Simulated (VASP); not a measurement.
# Ru (P6_3/mmc) in VASP: further runs, part 2 of 2

VASP 6.6.1.

## (3) Single point, PBEsol (grid = ENCUT=400 dk=0.45 cell=3x3x3 ISMEAR=1 SIGMA=0.1 LREAL=Auto EDIFF=1e-06)

Input file INCAR:

```
SYSTEM = Ru
PREC = Accurate ; ENCUT = 400
EDIFF = 1E-6 ; ISMEAR = 1
SIGMA = 0.1 ; LREAL = Auto
LASPH = .True. ; NELM = 120
ALGO = Fast ; ISIF = 2
LWAVE = .False. ; LCHARG = .False.
GGA = PS ; NBANDS = 432
NCORE = 1 ; KPAR = 2
```

Input file KPOINTS:

```
regular mesh
0
Gamma
  2 2 2
  0 0 0
```

Input file POSCAR:

```
Ru
1.0
    8.1174000000      0.0000000000      0.0000000000
   -4.0587000000      7.0298746128      0.0000000000
    0.0000000000      0.0000000000     12.8457000000
Ru
54
Direct
    0.2222222222      0.1111111111      0.2500000000
    0.2222222222      0.1111111111      0.5833333333
    0.2222222222      0.1111111111      0.9166666667
    0.2222222222      0.4444444444      0.2500000000
    0.2222222222      0.4444444444      0.5833333333
    0.2222222222      0.4444444444      0.9166666667
    0.2222222222      0.7777777778      0.2500000000
    0.2222222222      0.7777777778      0.5833333333
    0.2222222222      0.7777777778      0.9166666667
    0.5555555556      0.1111111111      0.2500000000
    0.5555555556      0.1111111111      0.5833333333
    0.5555555556      0.1111111111      0.9166666667
    0.5555555556      0.4444444444      0.2500000000
    0.5555555556      0.4444444444      0.5833333333
    0.5555555556      0.4444444444      0.9166666667
    0.5555555556      0.7777777778      0.2500000000
    0.5555555556      0.7777777778      0.5833333333
    0.5555555556      0.7777777778      0.9166666667
    0.8888888889      0.1111111111      0.2500000000
    0.8888888889      0.1111111111      0.5833333333
    0.8888888889      0.1111111111      0.9166666667
    0.8888888889      0.4444444444      0.2500000000
    0.8888888889      0.4444444444      0.5833333333
    0.8888888889      0.4444444444      0.9166666667
    0.8888888889      0.7777777778      0.2500000000
    0.8888888889      0.7777777778      0.5833333333
    0.8888888889      0.7777777778      0.9166666667
    0.1111111111      0.2222222222      0.0833333333
    0.1111111111      0.2222222222      0.4166666667
    0.1111111111      0.2222222222      0.7500000000
    0.1111111111      0.5555555556      0.0833333333
    0.1111111111      0.5555555556      0.4166666667
    0.1111111111      0.5555555556      0.7500000000
    0.1111111111      0.8888888889      0.0833333333
    0.1111111111      0.8888888889      0.4166666667
    0.1111111111      0.8888888889      0.7500000000
    0.4444444444      0.2222222222      0.0833333333
    0.4444444444      0.2222222222      0.4166666667
    0.4444444444      0.2222222222      0.7500000000
    0.4444444444      0.5555555556      0.0833333333
    0.4444444444      0.5555555556      0.4166666667
    0.4444444444      0.5555555556      0.7500000000
    0.4444444444      0.8888888889      0.0833333333
    0.4444444444      0.8888888889      0.4166666667
    0.4444444444      0.8888888889      0.7500000000
    0.7777777778      0.2222222222      0.0833333333
    0.7777777778      0.2222222222      0.4166666667
    0.7777777778      0.2222222222      0.7500000000
    0.7777777778      0.5555555556      0.0833333333
    0.7777777778      0.5555555556      0.4166666667
    0.7777777778      0.5555555556      0.7500000000
    0.7777777778      0.8888888889      0.0833333333
    0.7777777778      0.8888888889      0.4166666667
    0.7777777778      0.8888888889      0.7500000000
```

Potentials or basis: VASP PAW PBE potentials, release 64 (Ru_pv).

Command:

```sh
> cat potpaw_PBE.64/Ru_pv/POTCAR > POTCAR
> mpirun -np 4 vasp_std > vasp.out
```

OUTCAR:

```text
SYSTEM = Ru
   PREC = Accurate
   ENCUT = 400
   EDIFF = 1E-6
   ISMEAR = 1
   LREAL = Auto
   LASPH = .True.
   NELM = 120
   ISIF = 2
   GGA = PS

 Found      4 irreducible k-points:

 Following reciprocal coordinates:
            Coordinates               Weight
  0.000000  0.000000  0.000000      1.000000
  0.500000  0.000000  0.000000      3.000000
  0.000000  0.000000  0.500000      1.000000
  0.500000  0.000000  0.500000      3.000000
   k-points           NKPTS =      4   k-points in BZ     NKDIM =      4   number of bands    NBANDS=    432
   number of dos      NEDOS =    301   number of ions     NIONS =     54
   total plane-waves  NPLWV = 244944
   dimension x,y,z NGX =    54 NGY =   54 NGZ =   84
   dimension x,y,z NGXF=   108 NGYF=  108 NGZF=  168
   ions per type =              54
   NGX,Y,Z   is equivalent  to a cutoff of  11.06, 11.06, 10.87 a.u.
   NGXF,Y,Z  is equivalent  to a cutoff of  22.12, 22.12, 21.74 a.u.
 SYSTEM =  Ru
   PREC   = accura    normal or accurate (medium, high low for compatibility)
   ISTART =      0    job   : 0-new  1-cont  2-samecut
   ICHARG =      2    charge: 1-file 2-atom 10-const
   ISPIN  =      1    spin polarized calculation?
   LNONCOLLINEAR =      F non collinear calculations
   LSORBIT =      F    spin-orbit coupling
   LASPH  =      T    aspherical Exc in radial PAW
   ENCUT  =  400.0 eV  29.40 Ry    5.42 a.u.  13.24 13.24 20.95*2*pi/ulx,y,z
   NELM   =    120;   NELMIN=  2; NELMDL= -5     # of ELM steps
   EDIFF  = 0.1E-05   stopping-criterion for ELM
   LREAL  =      T    real-space projection
   EDIFFG = 0.1E-04   stopping-criterion for IOM
   NSW    =      0    number of steps for IOM
   IBRION =     -1    ionic relax: 0-MD 1-quasi-New 2-CG
   NFREE  =      0    steps in history (QN), initial steepest desc. (CG)
   ISIF   =      2    stress and relaxation
   ISYM   =      2    0-nonsym 1-usesym 2-fastsym
   POTIM  = 0.5000    time-step for ionic-motion
   TEBEG  =    0.0;   TEEND  =   0.0 temperature during run
   PSTRESS=    0.0 pullay stress
   NELECT =     756.0000    total number of electrons
   NUPDOWN=      -1.0000    fix difference up-down
   EMIN   =  10.00;   EMAX   =-10.00  energy-range for DOS
   EFERMI =   0.00;   METHOD = LEGACY
   ISMEAR =     1;   SIGMA  =   0.10  broadening in eV -4-tet -1-fermi 0-gaus
   EFERMI_NEDOS =   21; number of points for ismear=-14 and -15
   IALGO  =     68    algorithm
   IMIX   =      4    mixing-type and parameters
     AMIX     =   0.40;   BMIX     =  1.00
     AMIX_MAG =   1.60;   BMIX_MAG =  1.00
  volume/ion in A,a.u.               =      13.57        91.61
  Fermi-wavevector in a.u.,A,eV,Ry     =   1.654022  3.125649 37.222674  2.735789
  Thomas-Fermi vector in A             =   2.742361
   LORBIT       =      0    0 simple, 1 ext, 2 COOP (PROOUT), +10 PAW based schemes
   GGA     = PS    functional components
   LHFCALC =     F    Hartree Fock is set to
   AEXX    =    0.0000 exact exchange contribution
   IVDW    =     0    specifies the selected vdW correction
   LEPSILON=     F    determine dielectric tensor
   LRPA    =     F    only Hartree local field effects (RPA)
 non-spin polarized calculation
 RMM-DIIS sequential band-by-band and
 Methfessel and Paxton  Order N= 1 SIGMA  =   0.10
  energy-cutoff  :      400.00
  volume of cell :      733.03
 maximum number of plane-waves:     13386
 NGX is ok and might be reduce to    54
   NGX = 27   NGY = 27   NGZ = 41

 number of electron     756.0000198 magnetization

 Free energy of the ion-electron system (eV)
  ---------------------------------------------------
  ext. energy  EPLUGINS =         0.00000000
  ---------------------------------------------------
  free energy    TOTEN  =      -548.16949338 eV

  energy without entropy =     -548.10399198  energy(sigma->0) =     -548.14765958

 E-fermi :  12.8992     XC(G=0): -14.2827

 val. band max:       12.8833413401   @ k =   0.0000   0.0000   0.0000
 cond. band min:      12.8994613309   @ k =   0.5000   0.0000   0.5000
 fundamental gap:      0.0161199907
 Fermi energy:        12.8992028612

 k-point     1 :       0.0000    0.0000    0.0000
  band No.  band energies     occupation
      1     -30.8899      2.00000
      2     -30.6934      2.00000
      3     -30.6934      2.00000
      4     -30.6934      2.00000
      5     -30.6934      2.00000
      6     -30.6934      2.00000
[... 382 lines left out ...]
    389      13.2314     -0.00003
    390      13.2314     -0.00003

 k-point     2 :       0.5000    0.0000    0.0000
  band No.  band energies     occupation
      1     -30.8229      2.00000
      2     -30.8229      2.00000
      3     -30.7985      2.00000
      4     -30.7985      2.00000
      5     -30.7288      2.00000
      6     -30.7288      2.00000
[... 382 lines left out ...]
    389      13.2136     -0.00008
    390      13.2423     -0.00001

 k-point     3 :       0.0000    0.0000    0.5000
  band No.  band energies     occupation
      1     -30.8173      2.00000
      2     -30.8173      2.00000
      3     -30.6628      2.00000
      4     -30.6628      2.00000
      5     -30.6628      2.00000
      6     -30.6628      2.00000
[... 382 lines left out ...]
    389      13.0771     -0.03047
    390      13.0773     -0.03038

 k-point     4 :       0.5000    0.0000    0.5000
  band No.  band energies     occupation
      1     -30.8020      2.00000
      2     -30.8020      2.00000
      3     -30.7736      2.00000
      4     -30.7736      2.00000
      5     -30.7446      2.00000
      6     -30.7446      2.00000
[... 382 lines left out ...]
    389      13.1764     -0.00063
    390      13.1764     -0.00063
 [bands above 390 left out]

------------------------ aborting loop because EDIFF is reached ----------------------------------------

  FORCE on cell =-STRESS in cart. coord.  units (eV):
  Direction    XX          YY          ZZ          XY          YZ          ZX
  --------------------------------------------------------------------------------------
  -------------------------------------------------------------------------------------
  Total      -22.1299558    -22.1299558    -50.1309143      0.0000000     -0.0000000      0.0000000
  in kB      -48.3691915    -48.3691915   -109.5705663      0.0000000     -0.0000000      0.0000000
  external PRESSURE =     -68.7696497 kB  Pullay stress =       0.0000000 kB

 VOLUME and BASIS-vectors are now :
 -----------------------------------------------------------------------------
  energy-cutoff  :      400.00
  volume of cell :      733.03
      direct lattice vectors                 reciprocal lattice vectors
     8.117400000  0.000000000  0.000000000     0.123192155  0.071125024  0.000000000
    -4.058700000  7.029874613  0.000000000     0.000000000  0.142250048  0.000000000
     0.000000000  0.000000000 12.845700000     0.000000000  0.000000000  0.077847062

 POSITION                                       TOTAL-FORCE (eV/Angst)
 -----------------------------------------------------------------------------------
      1.35290      0.78110      3.21143         0.000000      0.000000     -0.000000
      1.35290      0.78110      7.49332         0.000000      0.000000      0.000000
      1.35290      0.78110     11.77523         0.000000     -0.000000      0.000000
      0.00000      3.12439      3.21143         0.000000      0.000000     -0.000000
      0.00000      3.12439      7.49332         0.000000     -0.000000      0.000000
      0.00000      3.12439     11.77523         0.000000     -0.000000      0.000000
[... 46 lines left out ...]
      2.70580      6.24878      5.35238        -0.000000     -0.000000      0.000000
      2.70580      6.24878      9.63428        -0.000000      0.000000     -0.000000
 -----------------------------------------------------------------------------------
    total drift:                                0.000000      0.000000     -0.000005

  FREE ENERGIE OF THE ION-ELECTRON SYSTEM (eV)
  ---------------------------------------------------
  free  energy   TOTEN  =      -548.1694933751 eV

  energy  without entropy=     -548.1039919813  energy(sigma->0) =     -548.14765958
```

Run time: 14 min. Hardware: 4 MPI ranks of Intel Xeon Platinum 8488C (Sapphire Rapids), shared host; peak memory 0.61 GiB.

The run converged, but some of its settings lie outside the range that counts as converged, so its numbers aren't taken as properties of the crystal.

Results:

* Free energy: -548.1695 eV
* Pressure: -6.9 GPa
* Band gap on the k mesh: none (metal or under the smearing width)

Caveat: the k mesh is coarse (spacing up to 0.45 Å⁻¹), so the values aren't converged; the PAW data sets were made with another functional, which shifts forces and pressure a little.
